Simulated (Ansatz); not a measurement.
CsPbCl3:

```
Pb Cs Cl
1.0
     5.60500    0.00000    0.00000
     0.00000    5.60500    0.00000
     0.00000    0.00000    5.60500
Pb Cs Cl
1 1 3
Direct
  0.50000 0.50000 0.50000
  0.00000 0.00000 0.00000
  0.50000 0.00000 0.50000
  0.00000 0.50000 0.50000
  0.50000 0.50000 0.00000
```

- Program: Ansatz 0.2.0
- Task: relaxation of cell and atoms
- Functional: r2SCAN
- Potentials or basis: Ansatz PAW
- Cutoff: 500 eV (not typed: the program's choice for these potentials)
- k mesh: 5 × 5 × 5
- Occupations: fermi-dirac, width 0.05 eV
- Spin: no spin polarisation

At the start: volume 35.22 Å³/atom.

Problem. How do energy, volume and symmetry change on relaxing?

Solution. It ends after 4 steps and the volume is 36.46 Å³/atom (+3.5 %); space group Pm-3m (No. 221, to 0.05 Å).

The path:
| step | energy change (eV) | largest force (eV/Å) | volume (Å³) |
| --- | --- | --- | --- |
| 1 | 0.0000 | 0.0000 | 176.09 |
| 2 | -0.0162 | 0.0000 | 180.40 |
| 3 | -0.0179 | 0.0000 | 182.30 |
| 4 | -0.0182 | 0.0000 | 182.30 |

Final structure:
```
Pb Cs Cl
1.0
     5.67013    0.00000    0.00000
     0.00000    5.67013    0.00000
     0.00000    0.00000    5.67013
Pb Cs Cl
1 1 3
Direct
  0.50000 0.50000 0.50000
  0.00000 0.00000 0.00000
  0.50000 0.00000 0.50000
  0.00000 0.50000 0.50000
  0.50000 0.50000 0.00000
```

Caveat: the plane-wave basis is chosen anew once the cell has moved, so the energies of steps on either side of that aren't comparable; the PAW data sets come from PBE, with cores solved anew for the run's functional, which leaves a small shift of forces and pressure.
